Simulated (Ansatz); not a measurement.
# How the conductance of NiSi2/ZnS/CoSi2 changes with thickness, part 3 of 6

How fast does the current through NiSi2/ZnS/CoSi2 fall with each added layer? The lower electrode is NiSi2 fluorite(111), the upper one CoSi2 fluorite(111); the barrier is ZnS wurtzite(0001) (whole bilayers). In the first transport cell, after relaxation, the nearest pair of electrode and barrier is Si–S at 2.33 Å, along the normal, at the lower face and Si–Zn at 2.50 Å, along the normal, at the upper one. All share a net of side 3.84 Å, which strains the lower electrode by +0.0 %, the upper one by +1.3 % and the barrier by -0.3 %, against typed lattice constants near PBE's. The first steps treat the bulk electrodes alone.

Ansatz 0.2.0; PBE DFT, plane waves, PAW files (the session's first sound run).

So far: The structure; Layer spacing of the electrode, electrode NiSi2 fluorite(111); Layer spacing of the electrode, electrode CoSi2 fluorite(111).

## Step 4: Relaxing the interfaces

System of this step: NiSi2/ZnS/CoSi2. The cell holds 12 atoms: 6 Si, 1 Ni, 2 S, 2 Zn and 1 Co. Cell: a = 3.840 Å, b = 3.840 Å, c = 30.729 Å, α = 90.0°, β = 90.0°, γ = 120.0°. Vacuum lies along c.

Tunnelling depends exponentially on distance, so the interfaces are relaxed first. A short slab in vacuum serves: only the barrier and the layers next to it are taken over, and later cells can add or drop layers in the barrier's middle. The dipole correction removes the field that unlike faces would set up across the vacuum.

Input file input.yaml:

```yaml
crystal:
  lattice:
    - [3.84, 0.0, 0.0]
    - [-1.92, 3.3255375505, 0.0]
    - [0.0, 0.0, 30.7291278778]
  atoms:
    - { symbol: Si, position: [0.33333333, 0.66666667, 0.2603393117] }
    - { symbol: Si, position: [0.0, 0.0, 0.3113459256] }
    - { symbol: Ni, position: [0.33333333, 0.66666667, 0.3368492326] }
    - { symbol: Si, position: [0.66666667, 0.33333333, 0.3623525396] }
    - { symbol: S, position: [0.66666667, 0.33333333, 0.4342712744] }
    - { symbol: Zn, position: [0.0, 0.0, 0.4595743402] }
    - { symbol: S, position: [0.0, 0.0, 0.5371292656] }
    - { symbol: Zn, position: [0.66666667, 0.33333333, 0.5624323314] }
    - { symbol: Si, position: [0.66666667, 0.33333333, 0.6398832766] }
    - { symbol: Co, position: [0.0, 0.0, 0.6648276296] }
    - { symbol: Si, position: [0.33333333, 0.66666667, 0.6897719825] }
    - { symbol: Si, position: [0.0, 0.0, 0.7396606883] }
kpoints:
  mp_grid: { grid: [8, 8, 1] }
scf:
  occupations: { method: fermi_dirac, width: 0.1 }
  max_iter: 150
hamiltonian:
  xc: pbe
efield:
  axis: 3
  dipole_correction: true
relax:
  f_tol: 0.04
  max_steps: 60
output:
  forces: true
```

Started as:

```sh
$ ansatz run input.yaml --threads 8 --pin off --max-ram 24576MiB --backend cpu --events-out ev --progress --plain --runs-dir out
```

Numbers of over 12 decimals in the logs are rounded to 6 here.

Output:

```text
[...]
Crystal: 12 atoms, lattice volume = 392.413 Å³
Basis set: ecut = 420 eV, 7663 PW (Γ), exchange–correlation on 54×54×432 points (8 copies of the dense FFT grid, shifted against one another)
Bands: 60, of which v1, the nominal top of the filled ones, is band 48 counted from 1 (47 counted from 0)
Symmetry: 6 space group operations
[...]
k-points: 10 of 64 (time reversal used)
[...]
SCF iter   1: F=—  HF=-23224.076943 eV  |F-HF|=—  |Δ(HF+E_count)|=         —  Δρ=8.01e-3  dr2=1.48e0  ethr=1.77e-3  p=0.034 e·Å  D=1.55e-2 V/Å  ΔV_dip=-0.48 eV  dr2_dipole=1.03e0  V_vac-E_F(+/−)=4.64/5.11 eV  ⟨swp⟩=10.6  Hψ=3185  notcnv=0  defer=2
efield: sawtooth ramp at fractional position 0.9500 (placed from the atoms, in the widest stretch of the axis that holds none; the zero of the levels goes with the place), width 0.1000; the density the first Hamiltonian is built on has a dipole p = 0.034 e·Å; the dipole correction subtracts the counter field D = 1.55e-2 V/Å, which shifts the + side's vacuum level by -0.48 eV against the − side's; the planar-averaged density in the ramp window peaks in size at 3.4e-5 e/Å³
[...]
SCF iter   2: F=—  HF=-23224.056450 eV  |F-HF|=—  |Δ(HF+E_count)|=   2.05e-2  Δρ=1.11e-2  dr2=4.17e-1  ethr=1.55e-3  p=0.035 e·Å  D=1.60e-2 V/Å  ΔV_dip=-0.49 eV  dr2_dipole=1.48e-2  V_vac-E_F(+/−)=4.85/5.34 eV  ⟨swp⟩=2.8  Hψ=822  notcnv=0  defer=12
[...]
SCF iter   7: F=-23224.034620 eV  HF=-23224.034628 eV  |F-HF|=7.87e-6  |Δ(HF+E_count)|=   3.13e-6  Δρ=4.00e-5  dr2=1.01e-5  ethr=4.21e-8  p=0.027 e·Å  D=1.26e-2 V/Å  ΔV_dip=-0.39 eV  dr2_dipole=9.00e-7  V_vac-E_F(+/−)=4.93/5.32 eV  ⟨swp⟩=5.0  Hψ=2237  notcnv=0
SCF 1 converged in 7 iterations: F = -23224.034620 eV  dr2 = 1.01e-5
[...]
relax step   1: F+E_penalty+E_count = -23224.03462010 eV  Δ(F+E_penalty+E_count) = +0.000e0 eV  max|allowed force component| = 1.364e0 eV/Å  Δτ_max = 0.0000 Å  (7 SCF iters, dr2 threshold 4.00e-5 eV, accepted)
[...]
SCF iter   1: F=—  HF=-23224.248190 eV  |F-HF|=—  |Δ(HF+E_count)|=         —  Δρ=5.28e-3  dr2=4.01e-1  ethr=4.22e-4  p=0.027 e·Å  D=1.26e-2 V/Å  ΔV_dip=-0.39 eV  dr2_dipole=1.18e-1  V_vac-E_F(+/−)=4.91/5.29 eV  ⟨swp⟩=1.6  Hψ=2394  notcnv=0  defer=10
efield: sawtooth ramp at fractional position 0.9500 (handed on by an earlier solve), width 0.1000; the density the first Hamiltonian is built on has a dipole p = 0.027 e·Å; the dipole correction subtracts the counter field D = 1.26e-2 V/Å, which shifts the + side's vacuum level by -0.39 eV against the − side's; the planar-averaged density in the ramp window peaks in size at 7.7e-6 e/Å³
[...]
SCF iter   2: F=—  HF=-23224.233257 eV  |F-HF|=—  |Δ(HF+E_count)|=   1.49e-2  Δρ=3.66e-3  dr2=8.10e-2  ethr=4.22e-4  p=0.030 e·Å  D=1.39e-2 V/Å  ΔV_dip=-0.43 eV  dr2_dipole=3.88e-4  V_vac-E_F(+/−)=4.84/5.27 eV  ⟨swp⟩=3.1  Hψ=970  notcnv=0  defer=10
[...]
SCF iter   7: F=-23224.215315 eV  HF=-23224.215313 eV  |F-HF|=2.26e-6  |Δ(HF+E_count)|=   2.04e-5  Δρ=2.99e-5  dr2=6.42e-6  ethr=1.05e-7  p=0.032 e·Å  D=1.47e-2 V/Å  ΔV_dip=-0.45 eV  dr2_dipole=7.54e-7  V_vac-E_F(+/−)=4.87/5.33 eV  ⟨swp⟩=3.1  Hψ=2407  notcnv=0
SCF 2 converged in 7 iterations: F = -23224.215315 eV  dr2 = 6.42e-6
relax step   2: F+E_penalty+E_count = -23224.21531499 eV  Δ(F+E_penalty+E_count) = -1.807e-1 eV  max|allowed force component| = 6.161e-1 eV/Å  Δτ_max = 0.1315 Å  (7 SCF iters, dr2 threshold 1.00e-4 eV, accepted)
SCF iter   1: F=—  HF=-23224.285476 eV  |F-HF|=—  |Δ(HF+E_count)|=         —  Δρ=3.72e-3  dr2=1.24e-1  ethr=1.80e-3  p=0.032 e·Å  D=1.47e-2 V/Å  ΔV_dip=-0.45 eV  dr2_dipole=5.32e-2  V_vac-E_F(+/−)=4.89/5.34 eV  ⟨swp⟩=4.1  Hψ=1467  notcnv=0  defer=12
[...]
SCF iter   6: F=-23224.272698 eV  HF=-23224.272701 eV  |F-HF|=3.79e-6  |Δ(HF+E_count)|=   1.70e-6  Δρ=5.80e-5  dr2=1.02e-5  ethr=2.50e-8  p=0.036 e·Å  D=1.68e-2 V/Å  ΔV_dip=-0.52 eV  dr2_dipole=2.21e-7  V_vac-E_F(+/−)=4.83/5.35 eV  ⟨swp⟩=3.9  Hψ=2660  notcnv=0
SCF 3 converged in 6 iterations: F = -23224.272698 eV  dr2 = 1.02e-5
relax step   3: F+E_penalty+E_count = -23224.27269769 eV  Δ(F+E_penalty+E_count) = -5.738e-2 eV  max|allowed force component| = 1.501e-1 eV/Å  Δτ_max = 0.0851 Å  (6 SCF iters, dr2 threshold 2.37e-5 eV, accepted)
[...]
relax step   4: F+E_penalty+E_count = -23224.27427776 eV  Δ(F+E_penalty+E_count) = -1.580e-3 eV  max|allowed force component| = 2.128e-1 eV/Å  Δτ_max = 0.0542 Å  (9 SCF iters, accepted)
[...]
relax step   5: F+E_penalty+E_count = -23224.28015663 eV  Δ(F+E_penalty+E_count) = -5.879e-3 eV  max|allowed force component| = 5.796e-2 eV/Å  Δτ_max = 0.0239 Å  (7 SCF iters, dr2 threshold 2.83e-6 eV, accepted)
[...]
relax step   6: F+E_penalty+E_count = -23224.28045018 eV  Δ(F+E_penalty+E_count) = -2.936e-4 eV  max|allowed force component| = 4.493e-2 eV/Å  Δτ_max = 0.0107 Å  (7 SCF iters, accepted)
SCF iter   1: F=—  HF=-23224.280824 eV  |F-HF|=—  |Δ(HF+E_count)|=         —  Δρ=2.25e-4  dr2=9.71e-4  ethr=6.67e-6  p=0.036 e·Å  D=1.64e-2 V/Å  ΔV_dip=-0.51 eV  dr2_dipole=6.97e-4  V_vac-E_F(+/−)=4.84/5.34 eV  ⟨swp⟩=2.0  Hψ=1267  notcnv=0  defer=15
[...]
SCF iter   6: F=-23224.280810 eV  HF=-23224.280810 eV  |F-HF|=8.80e-8  |Δ(HF+E_count)|=   8.24e-8  Δρ=3.01e-6  dr2=3.36e-8  ethr=1.05e-10  p=0.036 e·Å  D=1.66e-2 V/Å  ΔV_dip=-0.51 eV  dr2_dipole=2.68e-9  V_vac-E_F(+/−)=4.83/5.34 eV  ⟨swp⟩=5.0  Hψ=2368  notcnv=0
SCF 7 converged in 6 iterations: F = -23224.280810 eV  dr2 = 3.36e-8
relax step   7: F+E_penalty+E_count = -23224.28081045 eV  Δ(F+E_penalty+E_count) = -3.603e-4 eV  max|allowed force component| = 7.798e-3 eV/Å  Δτ_max = 0.0051 Å  (6 SCF iters, accepted)
SCF converged after 6 iterations
Free energy (F): -23224.280810 eV
[...]
Internal energy: -23224.154469 eV  (E = F + TS)
E sigma→0 (E₀):  -23224.217640 eV
Entropy (-TS):   -0.126341 eV (-10.528 meV/atom)
Fermi energy:    2.161082 eV
Dipole field:    D = 0.016640 V/Å  (p = 0.036086 e·Å, saw-weighted, corrected)
Work function:   Φ+ = 4.8340 eV   Φ− = 5.3453 eV
Levels:          The Fermi level and band energies are counted from a zero that moves with the ramp; work functions are not
[...]
--- Forces (eV/Å), atoms counted from 1 ---
  atom   1  Si    -0.00000000     0.00000000    -0.00411678
  atom   2  Si     0.00000000     0.00000000     0.00322419
  atom   3  Ni     0.00000000    -0.00000000    -0.00100744
  atom   4  Si     0.00000000    -0.00000000     0.00076530
  atom   5  S     -0.00000000    -0.00000000     0.00465555
  atom   6  Zn    -0.00000000     0.00000000    -0.00331386
  atom   7  S      0.00000000     0.00000000    -0.00015177
  atom   8  Zn     0.00000000    -0.00000000     0.00336717
  atom   9  Si     0.00000000     0.00000000     0.00080042
  atom  10  Co     0.00000000     0.00000000    -0.00779265
  atom  11  Si     0.00000000     0.00000000     0.00187369
  atom  12  Si    -0.00000000    -0.00000000     0.00175543
  max |Σ_I F_I| component: 5.93e-5 eV/Å
--- Relaxed structure (7 steps of the walk, 7 accepted, 0 SCFs on fresh bases) ---
  F+E_penalty+E_count = -23224.28081045 eV   max|allowed force component| = 7.798e-3 eV/Å
  atoms:
    - { symbol: Si, position: [0.333333, 0.666667, 0.256757] }
    - { symbol: Si, position: [-3.8973349227795877e-17, 9.25185855577592e-18, 0.302165] }
    - { symbol: Ni, position: [0.333333, 0.666667, 0.332466] }
    - { symbol: Si, position: [0.666667, 0.333333, 0.359781] }
    - { symbol: S, position: [0.666667, 0.333333, 0.435580] }
    - { symbol: Zn, position: [-2.693216232600818e-17, 9.251858555775837e-18, 0.462131] }
    - { symbol: S, position: [-2.82851036790556e-17, 9.251858555775913e-18, 0.538367] }
    - { symbol: Zn, position: [0.666667, 0.333333, 0.565968] }
    - { symbol: Si, position: [0.666667, 0.333333, 0.647202] }
    - { symbol: Co, position: [-2.790863842711255e-17, 9.251858555775928e-18, 0.666432] }
    - { symbol: Si, position: [0.333333, 0.666667, 0.692947] }
    - { symbol: Si, position: [-3.059928734806783e-17, 9.251858555775928e-18, 0.738642] }
```

Run time: 16 s. Hardware: 8 threads of Arm Neoverse V2, shared host; peak memory 1.3 GiB.

This run has no spin polarisation although its electron count is odd.

The steps of the relaxation:

```
step  energy less that of the first step (eV)  largest force component (eV/Å)
   1                                   0.0000                          1.3644
   2                                  -0.1807                          0.6161
   3                                  -0.2381                          0.1501
   4                                  -0.2397                          0.2128
   5                                  -0.2455                          0.0580
   6                                  -0.2458                          0.0449
   7                                  -0.2462                          0.0078
```

Forces are held to the 6 operations that the run works with; a distortion that breaks them can't arise in this run.

The atoms that moved most (Å):

```
atom     dx     dy      dz  length
 Si2  0.000  0.000  -0.282   0.282
 Si9  0.000  0.000   0.225   0.225
 Ni3  0.000  0.000  -0.135   0.135
 Si1  0.000  0.000  -0.110   0.110
 Zn8  0.000  0.000   0.109   0.109
Si11  0.000  0.000   0.098   0.098
 Si4  0.000  0.000  -0.079   0.079
 Zn6  0.000  0.000   0.079   0.079
```

Final coordinates:

```cif
data_structure
_symmetry_space_group_name_H-M 'P 1'
_symmetry_Int_Tables_number 1
_cell_length_a 3.8400
_cell_length_b 3.8400
_cell_length_c 30.7291
_cell_angle_alpha 90.000
_cell_angle_beta 90.000
_cell_angle_gamma 120.000
_cell_volume 392.41
loop_
_atom_site_label
_atom_site_type_symbol
_atom_site_fract_x
_atom_site_fract_y
_atom_site_fract_z
_atom_site_occupancy
Si1 Si 0.33333 0.66667 0.25676 1
Si2 Si 0.00000 0.00000 0.30216 1
Ni3 Ni 0.33333 0.66667 0.33247 1
Si4 Si 0.66667 0.33333 0.35978 1
S5 S 0.66667 0.33333 0.43558 1
Zn6 Zn 0.00000 0.00000 0.46213 1
S7 S 0.00000 0.00000 0.53837 1
Zn8 Zn 0.66667 0.33333 0.56597 1
Si9 Si 0.66667 0.33333 0.64720 1
Co10 Co 0.00000 0.00000 0.66643 1
Si11 Si 0.33333 0.66667 0.69295 1
Si12 Si 0.00000 0.00000 0.73864 1
```

This step gave:

| Quantity | Value |
| --- | --- |
| free energy | -23224.2808 eV |
| Fermi energy | 2.161 eV |
| work function, upper face | 4.834 eV |
| work function, lower face | 5.345 eV |
| dipole moment | 0.03609 e·Å |
| dipole field | 0.01664 V/Å |

The largest force component on a free atom ends at 0.0078 eV/Å. The work functions of the outer faces are 5.35 and 4.83 eV.

(Continued in part 4 of 6.)

[Logs are printed without paths, hosts, clocks, repeated set-up lines and the standing remarks that a program may print on its own settings, such as how far it seeks lower states.]

[Hosts, paths, dates, database ids (printed as entryN), source tags and the programs' standing remarks are cut or masked in the printed files.]
